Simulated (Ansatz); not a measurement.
Reactions of `CCC(N)F`.

Gas-phase electronic energies from Ansatz, PBE0-D4/def2-TZVP geometries. CCSD(T)/CBS is the MP2 limit (def2-TZVPP, def2-QZVPP) plus CCSD(T) − MP2 in def2-TZVPP, frozen cores. This one scheme is used for every species. Elements past krypton have def2 core potentials. For Sb, Sn outer-core shells are correlated without core-valence functions, which leaves a few kJ/mol of doubt a bond. Each species was taken in one conformer, which may not be the lowest.

Question: Order these by ΔE at CCSD(T)/CBS, lowest first. (Best estimate.)
A. `CCC(N)F` + `CBS` → `CB(S)C(N)F` + `CC`
B. `CCC(N)F` + H₂ → `CCCN` + H–F
C. `CCC(N)F` + `[CH3][SbH][OH]` → `CC[O][SbH][CH3]` + `NCF`
D. `CCC(N)F` + `OCF` → `NC(F)OCF` + `CC`
E. `CCC(N)F` + `C[NH][SnH]([F])[Cl]` → `CC[N](C)[SnH]([F])[Cl]` + `NCF`
F. `CCC(N)F` + `[OH][Sb]([F])[F]` → `C[O][Sb]([F])[F]` + `CC(N)F`

Answer: B (-52.2 kJ/mol), A (-13.9 kJ/mol), D (+14.8 kJ/mol), E (+33.9 kJ/mol), F (+53.1 kJ/mol), C (+61.1 kJ/mol).

Largest T1 diagnostic: 0.015, for `[OH][Sb]([F])[F]`.
